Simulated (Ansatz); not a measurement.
An Ansatz run on AlGa3As4, ordered on the zincblende lattice (P-43m) with 8 atoms a cell left the output below. Cell and atoms come from a relaxation with r2SCAN.

Structure:
```xyz
8
Lattice="5.6700 0.0000 0.0000 0.0000 5.6700 0.0000 0.0000 0.0000 5.6700" Properties=species:S:1:pos:R:3 pbc="T T T"
Al    0.0000    0.0000    0.0000
As    1.4160    1.4160    1.4160
Ga    2.8350    2.8350    0.0000
As    4.2540    4.2540    1.4160
Ga    2.8350    0.0000    2.8350
As    4.2540    1.4160    4.2540
Ga    0.0000    2.8350    2.8350
As    1.4160    4.2540    4.2540
```

The output, standing remarks left out:
```
scf.n_extra_bands = 6 over 51 filled bands (N_el = 102.0): the run solves 57 bands
Pseudopotential: Al, paw, valence charge 3, recommended cutoff 420 eV (normal)
Pseudopotential: As, paw, valence charge 15, recommended cutoff 420 eV (normal)
Pseudopotential: Ga, paw, valence charge 13, recommended cutoff 420 eV (normal)
Functional definition: PBE
  parameter kappa = 0.804
  parameter beta = 0.06672455060314922
  exchange = pbe_x(kappa = kappa, mu = beta*pi^2/3)
  correlation = pbe_c(beta = beta)
Crystal: 8 atoms, lattice volume = 182.288 Å³
Basis set: ecut = 420 eV, 3575 PW (Γ)
Bands: 57, of which v1, the nominal top of the filled ones, is band 51 counted from 1 (50 counted from 0)
Symmetry: 24 space group operations
Space group: P-43m (ITA 215)
k-points: 10 of 64 (time reversal used)
preconditioner: auto → Resta (q_TF=auto, 2.477 Å⁻¹)  ε∞=3.9  [insulator: Δε(μ)=0.795 eV  σ=0.020 eV  ℏωp=21.7 eV]
SCF 1 converged in 8 iterations: F = -31314.102149 eV  dr2 = 3.16e-9
NSCF: frozen V_eff on 62 k-points
SCF converged after 8 iterations
Free energy (F): -31314.102149 eV
Fermi energy:    8.025413 eV
--- Forces (eV/Å), atoms counted from 1 ---
  atom   1  Al      0.00000      0.00000      0.00000
  atom   2  As    -0.02797    -0.02797    -0.02797
  atom   3  Ga      0.00000      0.00000      0.00000
  atom   4  As      0.02797      0.02797    -0.02797
  atom   5  Ga      0.00000      0.00000      0.00000
  atom   6  As      0.02797    -0.02797      0.02797
  atom   7  Ga      0.00000      0.00000      0.00000
  atom   8  As    -0.02797      0.02797      0.02797
--- Stress (GPa, compression-positive) ---
        2.528176       0.000000       0.000000
        0.000000       2.528176       0.000000
        0.000000       0.000000       2.528176
  P = ⅓ Tr σ = 2.5282 GPa (25.282 kbar)
--- Band table (eV; the first three rows and the last of 10) ---
  k-point 0: bands = […, 5.1098, 5.1098, 5.1098, 7.6141, 7.6141, 7.6141, 8.4147, 9.1183, 9.1183, 9.1183, …]
  k-point 1: bands = […, 4.7444, 5.3499, 5.3499, 5.8243, 7.0177, 7.0177, 9.1456, 9.9314, 10.1132, 10.1834, …]
  k-point 2: bands = […, 4.4563, 4.4563, 5.9931, 5.9931, 6.0981, 6.0981, 9.6479, 9.8421, 10.9369, 10.9990, …]
  k-point 9: bands = […, 6.5291, 6.5839, 6.5839, 6.6228, 6.6228, 6.6228, 8.6613, 8.6613, 8.6613, 9.6220, …]
```

**Question.** Write the input file that gave this output, leaving the band path aside.

**Answer.**
```yaml
crystal:
  # lattice and atoms as above
kpoints:
  mp_grid: { grid: [4, 4, 4] }
hamiltonian:
  xc: pbe
scf:
  occupations: { method: fermi_dirac, width: 0.02 }
  n_extra_bands: 6
output:
  forces: true
  stress: true
  eigenvalues: true
```
A single point prints forces and stress when the output block asks for them. Keys that only write grids to files are left aside. Not every key shows in the log; this is the file that was used.

Run as `ansatz run input.yaml --threads 2 --pin off --max-ram 29491MiB --backend cpu --events-out ev --progress --plain --runs-dir out`. Wall time 15 s on 2 threads of AMD EPYC 7R13 Processor (Zen 3), with other jobs on the host; peak host memory 0.81 GiB.

These are computed values for a spin-unpolarised cell that may be hypothetical; none is a measurement.

The runs are scalar-relativistic, without spin-orbit coupling.
